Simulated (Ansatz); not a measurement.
Bulk crystal (MoP) after relaxation:

```cif
data_structure
_symmetry_space_group_name_H-M 'P 1'
_symmetry_Int_Tables_number 1
_cell_length_a 3.2410
_cell_length_b 3.2410
_cell_length_c 3.1952
_cell_angle_alpha 90.000
_cell_angle_beta 90.000
_cell_angle_gamma 120.000
_cell_volume 29.07
loop_
_atom_site_label
_atom_site_type_symbol
_atom_site_fract_x
_atom_site_fract_y
_atom_site_fract_z
_atom_site_occupancy
Mo1 Mo 0.00000 0.00000 0.00000 1
P1 P 0.33333 0.66667 0.50000 1
```

Miller indices refer to the conventional cell of P-6m2 (No. 187), a = 3.241 Å, b = 3.241 Å, c = 3.195 Å, α = 90.00°, β = 90.00°, γ = 120.00°.

The (100) slab of 8 planes, 10.3 Å thick with 15 Å of vacuum as cut; outer planes Mo (top) and P (bottom).

These are results of DFT PBE, scalar-relativistic, plane waves, PAW (Ansatz 0.2.0), not measurements. Settings: cutoff 420 eV, Γ-centred mesh 11×11×1 on the computed 8-atom cell, Gaussian smearing of 0.10 eV; no spin polarisation. The cell repeats along c with a dipole correction in the vacuum.

With the atoms at the bulk's places:

```yaml
Surface_energy_mean_of_both_faces: 4.00 J/m²
Work_function: 4.28 eV (top), 5.94 eV (bottom)
Dipole_of_the_slab_along_+c_per_cell: 0.09 e·Å
```

Task: What changes when all atoms relax within this surface cell and its symmetry?

Result: The energy falls by 0.166 J/m² a face, and the largest move is 0.15 Å.

```json
{
 "Surface energy (mean of both faces)": "3.84 J/m²",
 "Work function": "4.13 eV (top), 5.94 eV (bottom)",
 "Dipole of the slab along +c, per cell": "0.10 e·Å"
}
```

```json
{"plane (bottom to top)": "1", "atoms": "P", "spacing to next, bulk (Å)": "1.871", "relaxed (Å)": "1.882", "change (%)": "+0.6"}
{"plane (bottom to top)": "2", "atoms": "Mo", "spacing to next, bulk (Å)": "0.936", "relaxed (Å)": "0.924", "change (%)": "-1.3"}
{"plane (bottom to top)": "3", "atoms": "P", "spacing to next, bulk (Å)": "1.871", "relaxed (Å)": "1.871", "change (%)": "0.0"}
{"plane (bottom to top)": "4", "atoms": "Mo", "spacing to next, bulk (Å)": "0.936", "relaxed (Å)": "0.951", "change (%)": "+1.6"}
{"plane (bottom to top)": "5", "atoms": "P", "spacing to next, bulk (Å)": "1.871", "relaxed (Å)": "1.870", "change (%)": "-0.1"}
{"plane (bottom to top)": "6", "atoms": "Mo", "spacing to next, bulk (Å)": "0.936", "relaxed (Å)": "0.965", "change (%)": "+3.1"}
{"plane (bottom to top)": "7", "atoms": "P", "spacing to next, bulk (Å)": "1.871", "relaxed (Å)": "1.671", "change (%)": "-10.7"}
{"plane (bottom to top)": "8", "atoms": "Mo", "spacing to next, bulk (Å)": "", "relaxed (Å)": "", "change (%)": ""}
```